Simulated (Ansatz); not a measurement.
Stress against strain in CdI$_{2}$

```
CELL_PARAMETERS angstrom
4.24400 0.00000 0.00000
-2.12200 3.67541 0.00000
0.00000 0.00000 6.85900
ATOMIC_POSITIONS crystal
Cd 0.00000 0.00000 0.00000
I 0.33333 0.66667 0.24920
I 0.66667 0.33333 0.75080
```

Atom numbers follow the list: Cd1, I2, I3.

The cell is COD entry 1539851, as deposited and not checked against the literature; nothing was relaxed. It differs from other determinations.

Spin–orbit coupling is left out, though it moves levels of the heavy atoms by tenths of an eV or more.

All numbers below come from DFT, PBEsol, all-electron LAPW, scalar-relativistic in Ansatz 0.2.0.

Sampling and basis: a Γ-centred 8×8×5 k mesh, Fermi–Dirac smearing of 0.03 eV, basis error target 0.5 meV/atom, no spin polarisation.

The strain is applied along the Cartesian axes of the cell as listed (the other components stay zero). Fractional coordinates are held (clamped ions).

σ is the change of stress from the unstrained cell, which is at -0.40 GPa; tension is positive, so slopes are stress–strain coefficients at that pressure.

Only quantities that a quadratic follows smoothly over the whole series are listed; rougher ones are left out.

```tsv
εzz	σzz (GPa)	σxx (GPa)
-0.0200	-0.99	-0.53
0.0000	0.00	0.00
0.0100	0.47	0.24
0.0200	0.91	0.45
```

Fit the series and read off the stiffness at zero strain.

Least-squares fits y = p0 + p1 x + p2 x² to the rows give σzz (GPa): p1 = 47.5, p2 = -100; σxx (GPa): p1 = 24.5, p2 = -100. So C33 = 48 GPa and C13 = 25 GPa, for these axes.

One run, at εzz = -0.0100, is withheld. Predict its row.

The fits give -0.48, -0.25; the run gave -0.48, -0.25.
